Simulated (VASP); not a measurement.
# Mg (P6/mmm) in VASP: a series of runs

One crystal, Mg, is run at these levels: r2SCAN; tasks: single point.

Program: VASP 6.6.1. These are calculated values, not measurements. Logs are shortened: lines on timing, memory, paths and dates and some standing lists are left out, and cuts for length are marked.

**1. The structure**

Symmetry: P6/mmm, No. 191, hexagonal system. Conventional cell: a = 3.050 Å, b = 3.050 Å, c = 3.045 Å, α = 90.00°, β = 90.00°, γ = 120.00°. Mg (site symmetry 6/mmm) is surrounded by 8 Mg at 3.04 to 3.05 Å.

This isn't the form of Mg at room conditions, which is hcp.

**2. Single point, r2SCAN**

File INCAR:

```
ADDGRID = False
ALGO = Normal
EDIFF = 1E-6
ENCUT = 200
ISIF = 2
ISMEAR = 1
LASPH = True
LCHARG = False
LMIXTAU = True
LREAL = False
LWAVE = False
METAGGA = R2SCAN
NELM = 100
PREC = Accurate
SIGMA = 0.2
```

File KPOINTS:

```
k-points
0
Gamma
  15 15 13
```

File POSCAR:

```
Mg
1.0
    3.1430880000     -0.0084060000     -0.0278050000
   -1.5788240000      2.6046760000      0.0276970000
   -0.0277550000      0.0158990000      3.0020770000
Mg
1
Direct
   -0.0144770000      0.0117080000      0.0082640000
```

Potentials or basis: VASP PAW PBE potentials, release 64 (Mg).

Started as:

```sh
cat potpaw_PBE.64/Mg/POTCAR > POTCAR
mpirun -np 1 vasp_std > vasp.out
```

OUTCAR:

```text
EDIFF = 1E-6
   ENCUT = 200
   ISIF = 2
   ISMEAR = 1
   LASPH = True
   LREAL = False
   METAGGA = R2SCAN
   NELM = 100
   PREC = Accurate

 Found   1463 irreducible k-points:

 Following reciprocal coordinates:
            Coordinates               Weight
  0.000000  0.000000  0.000000      1.000000
  0.066667 -0.000000 -0.000000      2.000000
  0.133333 -0.000000  0.000000      2.000000
  0.200000 -0.000000  0.000000      2.000000
  0.266667 -0.000000  0.000000      2.000000
  0.333333  0.000000  0.000000      2.000000
   k-points           NKPTS =   1463   k-points in BZ     NKDIM =   1463   number of bands    NBANDS=      5
   number of dos      NEDOS =    301   number of ions     NIONS =      1
   total plane-waves  NPLWV =   2744
   dimension x,y,z NGX =    14 NGY =   14 NGZ =   14
   dimension x,y,z NGXF=    28 NGYF=   28 NGZF=   28
   ions per type =               1
   NGX,Y,Z   is equivalent  to a cutoff of   7.40,  7.64,  7.75 a.u.
   NGXF,Y,Z  is equivalent  to a cutoff of  14.81, 15.28, 15.50 a.u.
 SYSTEM =  unknown system
   PREC   = accura    normal or accurate (medium, high low for compatibility)
   ISTART =      0    job   : 0-new  1-cont  2-samecut
   ICHARG =      2    charge: 1-file 2-atom 10-const
   ISPIN  =      1    spin polarized calculation?
   LNONCOLLINEAR =      F non collinear calculations
   LSORBIT =      F    spin-orbit coupling
   LASPH  =      T    aspherical Exc in radial PAW
   ENCUT  =  200.0 eV  14.70 Ry    3.83 a.u.   3.62  3.51  3.46*2*pi/ulx,y,z
   NELM   =    100;   NELMIN=  2; NELMDL= -5     # of ELM steps
   EDIFF  = 0.1E-05   stopping-criterion for ELM
   LREAL  =      F    real-space projection
   EDIFFG = 0.1E-04   stopping-criterion for IOM
   NSW    =      0    number of steps for IOM
   IBRION =     -1    ionic relax: 0-MD 1-quasi-New 2-CG
   NFREE  =      0    steps in history (QN), initial steepest desc. (CG)
   ISIF   =      2    stress and relaxation
   ISYM   =      2    0-nonsym 1-usesym 2-fastsym
   POTIM  = 0.5000    time-step for ionic-motion
   TEBEG  =    0.0;   TEEND  =   0.0 temperature during run
   PSTRESS=    0.0 pullay stress
   NELECT =       2.0000    total number of electrons
   NUPDOWN=      -1.0000    fix difference up-down
   EMIN   =  10.00;   EMAX   =-10.00  energy-range for DOS
   EFERMI =   0.00;   METHOD = LEGACY
   ISMEAR =     1;   SIGMA  =   0.20  broadening in eV -4-tet -1-fermi 0-gaus
   EFERMI_NEDOS =   21; number of points for ismear=-14 and -15
   IALGO  =     38    algorithm
   IMIX   =      4    mixing-type and parameters
     AMIX     =   0.40;   BMIX     =  1.00
     AMIX_MAG =   1.60;   BMIX_MAG =  1.00
  volume/ion in A,a.u.               =      24.53       165.57
  Fermi-wavevector in a.u.,A,eV,Ry     =   0.709836  1.341396  6.855535  0.503868
  Thomas-Fermi vector in A             =   1.796524
   LORBIT       =      0    0 simple, 1 ext, 2 COOP (PROOUT), +10 PAW based schemes
   METAGGA = R2SCAN    functional components
   LHFCALC =     F    Hartree Fock is set to
   AEXX    =    0.0000 exact exchange contribution
   IVDW    =     0    specifies the selected vdW correction
   LEPSILON=     F    determine dielectric tensor
   LRPA    =     F    only Hartree local field effects (RPA)
 non-spin polarized calculation
 Methfessel and Paxton  Order N= 1 SIGMA  =   0.20
  energy-cutoff  :      200.00
  volume of cell :       24.53
 maximum number of plane-waves:       171
   NGX =  7   NGY =  7   NGZ =  7

 number of electron       2.0000000 magnetization

 Free energy of the ion-electron system (eV)
  ---------------------------------------------------
  ext. energy  EPLUGINS =         0.00000000
  ---------------------------------------------------
  free energy    TOTEN  =        -3.86382148 eV

  energy without entropy =       -3.86405167  energy(sigma->0) =       -3.86389821

 E-fermi :   2.3024     XC(G=0):  -8.8391

 val. band max:        2.3020913593   @ k =  -0.0667  -0.2667   0.4615
 cond. band min:       2.3104674293   @ k =   0.4667  -0.0000   0.2308
 fundamental gap:      0.0083760700
 Fermi energy:         2.3023665120

 k-point     1 :       0.0000    0.0000    0.0000
  band No.  band energies     occupation
      1      -4.8349      2.00000
      2      11.1131      0.00000
      3      12.2610      0.00000
      4      14.9275      0.00000
      5      16.1467      0.00000

 k-point     2 :       0.0667   -0.0000   -0.0000
  band No.  band energies     occupation
      1      -4.7352      2.00000
      2      11.0578      0.00000
      3      12.3444      0.00000
      4      13.5602      0.00000
      5      15.0564      0.00000

 k-point     3 :       0.1333   -0.0000    0.0000
  band No.  band energies     occupation
      1      -4.4366      2.00000
      2      10.4527      0.00000
      3      12.0094      0.00000
      4      12.5951      0.00000
      5      14.1176      0.00000

 k-point     4 :       0.2000   -0.0000    0.0000
  band No.  band energies     occupation
      1      -3.9408      2.00000
      2       8.6529      0.00000
      3      11.6548      0.00000
      4      13.0091      0.00000
      5      13.3457      0.00000

 k-point     5 :       0.2667   -0.0000    0.0000
  band No.  band energies     occupation
      1      -3.2509      2.00000
      2       6.6571      0.00000
      3      11.5392      0.00000
      4      12.7212      0.00000
      5      13.5893      0.00000

 k-point     6 :       0.3333    0.0000    0.0000
  band No.  band energies     occupation
      1      -2.3711      2.00000
      2       4.7596     -0.00000
      3      11.4081      0.00000
      4      12.2334      0.00000
      5      14.3325      0.00000

 [... further k-points ...]
[... 5 lines left out ...]
  --------------------------------------------------------------------------------------
  -------------------------------------------------------------------------------------
  Total       -0.2184312      0.1946112      0.1191457      0.0249407      0.0141852     -0.0635763
  in kB      -14.2641343     12.7086232      7.7805315      1.6286911      0.9263309     -4.1516991
  external PRESSURE =       2.0750068 kB  Pullay stress =       0.0000000 kB

 VOLUME and BASIS-vectors are now :
 -----------------------------------------------------------------------------
  energy-cutoff  :      200.00
  volume of cell :       24.53
      direct lattice vectors                 reciprocal lattice vectors
     3.143088000 -0.008406000 -0.027805000     0.318692044  0.193154686  0.001923445
    -1.578824000  2.604676000  0.027697000     0.001010546  0.384559010 -0.002027282
    -0.027755000  0.015899000  3.002077000     0.002942377 -0.001758937  0.333139234

 POSITION                                       TOTAL-FORCE (eV/Angst)
 -----------------------------------------------------------------------------------
      3.07887      0.02234     -0.00227         0.000000     -0.000000      0.000000
 -----------------------------------------------------------------------------------
    total drift:                               -0.000640      0.001263      0.006876

  FREE ENERGIE OF THE ION-ELECTRON SYSTEM (eV)
  ---------------------------------------------------
  free  energy   TOTEN  =        -3.8638214758 eV

  energy  without entropy=       -3.8640516726  energy(sigma->0) =       -3.86389821
```

OSZICAR:

```text
N       E                     dE             d eps       ncg     rms          rms(c)
DAV:   1    -0.361753166395E+01   -0.36175E+01   -0.48292E+02 16060   0.120E+02
DAV:   2    -0.392895894307E+01   -0.31143E+00   -0.28259E+00 20320   0.923E+00
[... 11 lines left out ...]
DAV:  14    -0.386380348878E+01   -0.65099E-03   -0.70497E-04 17120   0.175E-01    0.926E-02
DAV:  15    -0.386400942543E+01   -0.20594E-03   -0.13261E-04 17020   0.587E-02    0.670E-02
DAV:  16    -0.386393152830E+01    0.77897E-04   -0.47317E-05 14655   0.431E-02    0.405E-02
DAV:  17    -0.386381730544E+01    0.11422E-03   -0.77382E-05 16470   0.360E-02    0.162E-02
DAV:  18    -0.386381369286E+01    0.36126E-05   -0.19091E-06 15235   0.894E-03    0.156E-02
DAV:  19    -0.386382202364E+01   -0.83308E-05   -0.39705E-06 16555   0.961E-03    0.123E-02
DAV:  20    -0.386382147581E+01    0.54783E-06   -0.19505E-06 15210   0.784E-03
   1 F= -.38638215E+01 E0= -.38638982E+01  d E =0.230197E-03
```

stdout:

```text
POSCAR found type information on POSCAR Mg
 POSCAR found :  1 types and       1 ions
 scaLAPACK will be used
 -----------------------------------------------------------------------------
|                                                                             |
|                                                                             |
|     You enforced a specific xc type in the INCAR file but a different       |
|     I HOPE YOU KNOW WHAT YOU ARE DOING!                                     |
|                                                                             |
 -----------------------------------------------------------------------------

 LDA part: xc-table for (None), standard interpolation
 POSCAR, INCAR and KPOINTS ok, starting setup
 FFT: planning ... GRIDC
 FFT: planning ... GRID_SOFT
 FFT: planning ... GRID
 WAVECAR not read
 entering main loop
```

Run time: 42 s. Hardware: 1 thread of Intel Xeon 6975P-C (Granite Rapids), shared host; peak memory 0.15 GiB.

These settings aren't checked as converged: the numbers below hold their error.

What came out:

- Free energy: -3.8638 eV
- Band gap on the k mesh: none (metal or under the smearing width)

Caveat: the cutoff is under 1.25 times the usual one of these potentials, so pressure, stress and relaxed cells hold a basis-set (Pulay) error; the PAW data sets were made with another functional, which shifts forces and pressure a little.

**3. Single point, r2SCAN**

This run uses another cell than the first one, of the same volume but with other edges.

Changes to INCAR since step 2:

```diff
@@ -3,3 +3,3 @@
 EDIFF = 1E-6
-ENCUT = 200
+ENCUT = 400
 ISIF = 2
```

File KPOINTS:

```
k-points
0
Gamma
  11 11 9
```

File POSCAR:

```
Mg
1.0
    3.0502998005      0.0000000000      0.0000000000
   -1.5251499003      2.6416371164      0.0000000000
    0.0000000000      0.0000000000      3.0448375700
Mg
1
Direct
    0.0000000000      0.0000000000      0.0000000000
```

Potentials or basis: VASP PAW PBE potentials, release 64 (Mg).

Started as:

```sh
cat potpaw_PBE.64/Mg/POTCAR > POTCAR
mpirun -np 1 vasp_std > vasp.out
```

OUTCAR:

```text
EDIFF = 1E-6
   ENCUT = 400
   ISIF = 2
   ISMEAR = 1
   LASPH = True
   LREAL = False
   METAGGA = R2SCAN
   NELM = 100
   PREC = Accurate

 Found     80 irreducible k-points:

 Following reciprocal coordinates:
            Coordinates               Weight
  0.000000  0.000000  0.000000      1.000000
  0.090909  0.000000  0.000000      6.000000
  0.181818  0.000000  0.000000      6.000000
  0.272727  0.000000  0.000000      6.000000
  0.363636  0.000000  0.000000      6.000000
  0.454545  0.000000  0.000000      6.000000
   k-points           NKPTS =     80   k-points in BZ     NKDIM =     80   number of bands    NBANDS=      5
   number of dos      NEDOS =    301   number of ions     NIONS =      1
   total plane-waves  NPLWV =   8000
   dimension x,y,z NGX =    20 NGY =   20 NGZ =   20
   dimension x,y,z NGXF=    40 NGYF=   40 NGZF=   40
   ions per type =               1
   NGX,Y,Z   is equivalent  to a cutoff of  10.90, 10.90, 10.92 a.u.
   NGXF,Y,Z  is equivalent  to a cutoff of  21.80, 21.80, 21.84 a.u.
 SYSTEM =  unknown system
   PREC   = accura    normal or accurate (medium, high low for compatibility)
   ISTART =      0    job   : 0-new  1-cont  2-samecut
   ICHARG =      2    charge: 1-file 2-atom 10-const
   ISPIN  =      1    spin polarized calculation?
   LNONCOLLINEAR =      F non collinear calculations
   LSORBIT =      F    spin-orbit coupling
[... 49 lines left out ...]
  free energy    TOTEN  =        -3.86498912 eV

  energy without entropy =       -3.86541262  energy(sigma->0) =       -3.86513029

 E-fermi :   2.2764     XC(G=0):  -8.8347

 val. band max:        2.1497784778   @ k =   0.3636   0.1818   0.3333
 cond. band min:       2.2835148933   @ k =   0.3636   0.2727   0.0000
 fundamental gap:      0.1337364155
 Fermi energy:         2.2764250870

 k-point     1 :       0.0000    0.0000    0.0000
  band No.  band energies     occupation
      1      -4.8373      2.00000
      2      10.8257      0.00000
      3      11.7516      0.00000
      4      15.7143      0.00000
      5      15.7143      0.00000
[... 33 lines left out ...]
 k-point     6 :       0.4545    0.0000    0.0000
  band No.  band energies     occupation
      1      -0.1951      2.00000
      2       1.9261      2.03273
      3      11.1648      0.00000
      4      11.6014      0.00000
      5      15.6641      0.00000

 [... further k-points ...]
[... 5 lines left out ...]
  --------------------------------------------------------------------------------------
  -------------------------------------------------------------------------------------
  Total        0.0965855      0.0965855     -0.0063515     -0.0000000      0.0000000      0.0000000
  in kB        6.3072897      6.3072897     -0.4147715     -0.0000000      0.0000000      0.0000000
  external PRESSURE =       4.0666026 kB  Pullay stress =       0.0000000 kB

 VOLUME and BASIS-vectors are now :
 -----------------------------------------------------------------------------
  energy-cutoff  :      400.00
  volume of cell :       24.53
      direct lattice vectors                 reciprocal lattice vectors
     3.050299800  0.000000000  0.000000000     0.327836628  0.189276565  0.000000000
    -1.525149900  2.641637116  0.000000000     0.000000000  0.378553130  0.000000000
     0.000000000  0.000000000  3.044837570     0.000000000  0.000000000  0.328424744

 POSITION                                       TOTAL-FORCE (eV/Angst)
 -----------------------------------------------------------------------------------
      0.00000      0.00000      0.00000         0.000000      0.000000      0.000000
 -----------------------------------------------------------------------------------
    total drift:                                0.000000      0.000000      0.000000

  FREE ENERGIE OF THE ION-ELECTRON SYSTEM (eV)
  ---------------------------------------------------
  free  energy   TOTEN  =        -3.8649891207 eV

  energy  without entropy=       -3.8654126217  energy(sigma->0) =       -3.86513029
```

stdout:

```text
POSCAR found type information on POSCAR Mg
 POSCAR found :  1 types and       1 ions
 scaLAPACK will be used
 -----------------------------------------------------------------------------
|                                                                             |
|                                                                             |
|     You enforced a specific xc type in the INCAR file but a different       |
|     I HOPE YOU KNOW WHAT YOU ARE DOING!                                     |
|                                                                             |
 -----------------------------------------------------------------------------

 LDA part: xc-table for (None), standard interpolation
 POSCAR, INCAR and KPOINTS ok, starting setup
 FFT: planning ... GRIDC
 FFT: planning ... GRID_SOFT
 FFT: planning ... GRID
 WAVECAR not read
 entering main loop
```

Run time: 15 s. Hardware: 1 thread of Intel Xeon 6975P-C (Granite Rapids), shared host; peak memory 0.12 GiB.

The run converged, but some of its settings lie outside the range that counts as converged, so its numbers aren't taken as properties of the crystal.

Results:

```
Free energy            : -3.8650 eV
Pressure               : 0.4 GPa
Band gap on the k mesh : none (metal or under the smearing width)
```

Caveat: the PAW data sets were made with another functional, which shifts forces and pressure a little.

**4. For comparison**

An earlier run on the cell as given: functional PBE; potentials or basis VASP PAW PBE potentials, release 64 (Mg); cutoff 520 eV; k mesh 10 × 10 × 9; occupations fermi-dirac, width 0.05 eV; no spin polarisation.

* Pressure: 1.1 GPa
* Band gap on the k mesh: none (metal or under the smearing width)
